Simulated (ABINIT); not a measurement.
CdS (Hawleyite):

```
Cd S
1.0
     0.00000    2.91650    2.91650
     2.91650    0.00000    2.91650
     2.91650    2.91650    0.00000
Cd S
1 1
Direct
  0.00000 0.00000 0.00000
  0.75000 0.75000 0.75000
```

Base run:

```yaml
Program: ABINIT 10.8.3 (patched build)
Functional: PBEsol
Potentials_or_basis: JTH PAW PBE v2.0
Cutoff: 599 eV
k_mesh: 6 × 6 × 6
Occupations: fermi-dirac, width 0.05 eV
Spin: no spin polarisation
```

Its results: band gap on the k mesh 0.98 eV, direct; pressure -0.2 GPa.

Question: The run is repeated on the same cell with these changes: functional from PBEsol to rPW86PBE; k mesh from 6 × 6 × 6 to 8 × 8 × 8. What comes out?

Answer: Band gap on the k mesh 1.00 eV, direct; pressure 5.4 GPa.

Several settings changed at once, so the effect can't be laid on one alone.

Caveats: the PAW data sets were made with another functional, which shifts forces and pressure a little.

Not every run made on this cell is shown here.
